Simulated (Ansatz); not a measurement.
Two G0W0 runs on Boron (R-3m, 12 atoms a cell).

```
B
1.0
     2.45895    1.41968    4.19350
    -2.45895    1.41968    4.19350
     0.00000   -2.83935    4.19350
B
12
Direct
  0.01019 0.65361 0.01019
  0.01019 0.01019 0.65361
  0.65361 0.01019 0.01019
  0.98981 0.34639 0.98981
  0.34639 0.98981 0.98981
  0.98981 0.98981 0.34639
  0.22118 0.63060 0.22118
  0.22118 0.22118 0.63060
  0.63060 0.22118 0.22118
  0.77882 0.36940 0.77882
  0.36940 0.77882 0.77882
  0.77882 0.77882 0.36940
```

The cell and positions come from the Crystallography Open Database and are kept as given unless a step says otherwise. PAW set soft_2, made with PBE.

The first (Ansatz 0.2.0; start LDA, 4×4×4 mesh, 564 empty bands, screening to 200 eV; 1 × NVIDIA H100 80GB HBM3 (shared by 3 runs) with 3 threads of AMD EPYC 7R13 (Zen 3), shared host) gave, on its mesh: starting gap 1.44 eV, G0W0 gap 1.93 eV, RPA ε∞ (mean) 9.32, 19 s.

Question: The second changes frequency model from contour deformation to plasmon pole. What does it give?

It gave: starting gap 1.44 eV, G0W0 gap 1.90 eV, RPA ε∞ (mean) 9.32, 45 s. The G0W0 gap moves by −0.03 eV, +0.00 eV from the start and −0.03 eV from the correction. Σc changes by +0.09 eV at the valence top and +0.06 eV at the conduction bottom, and Σx − Vxc between them by +0.00 eV.

Limits: not at the basis limit.

[Paths, hosts, dates, memory and timing lines, banners, echoed tables and standing remarks are left out of the program output.]

[Logs are printed without paths, hosts, clocks, repeated set-up lines and the standing remarks that a program may print on its own settings, such as how far it seeks lower states.]

[Runs of the session that timed out or met a known fault of the program may be left out.]

[Cells called generated may have been cut or substituted from an entry of the Crystallography Open Database or the Materials Project.]

[Hosts, paths, dates, database ids (printed as entryN), source tags and the programs' standing remarks are cut or masked in the printed files.]
